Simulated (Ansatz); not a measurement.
Trial structure of FeCo₄, not yet relaxed:

```
Fe Co
1.0
    -2.75986    2.75986    1.74549
     2.75986   -2.75986    1.74549
     2.75986    2.75986   -1.74549
Fe Co
1 4
Direct
  0.00000 0.00000 0.00000
  0.80000 0.40000 0.20000
  0.20000 0.60000 0.80000
  0.60000 0.80000 0.40000
  0.40000 0.20000 0.60000
```

All numbers below come from Ansatz 0.2.0, DFT PBE, scalar-relativistic, plane waves, PAW. Cutoff 420 eV; k points 6×6×6 on the computed 5-atom cell (Γ-centred); Gaussian smearing, width 0.10 eV; collinear spin from starting moments 4.0 3.0 3.0 3.0 3.0 μB.

Energies over the elements count from the elements' standard structures at the same level, with no fitted energy shifts.

Question: What does a single point on this coarse mesh give?

Answer: The pressure is 9.6 GPa (the mean over three directions, positive in compression), the largest force is 0.27 eV/Å, and the energy is +0.03 eV/atom against the elements. The shortest distance is 2.47 Å.

Question: Is it a good guess?

Answer: A good one: relaxing gains under 0.1 eV/atom (the start's value is from the coarse mesh, so the gain is rough) in 9 ionic steps and ends at +0.02 eV/atom on the finer mesh. The symmetry stays I4/m (No. 87). The volume per atom grows by 4.4 %, from 10.6 to 11.1 Å³. The shortest distance goes from 2.47 Å (Fe–Co and Co–Co) to 2.46 Å (Co–Co). Conventional cell: a = 5.596 Å, c = 3.546 Å. Fe is surrounded by 12 Co at 2.51 Å; Co is surrounded by 9 Co at 2.46–2.54 Å and 3 Fe at 2.51 Å.

The last run used collinear spin, a 12×12×12 mesh for its 5-atom cell and Gaussian smearing of 0.10 eV. For metals, differences of a few meV/atom aren't resolved. Another magnetic order may lie lower. The relaxation can't lower the symmetry of the start, and the grade says only how near the guess is to its own end. Symmetry constrained the relaxation, so the result can be a saddle point.
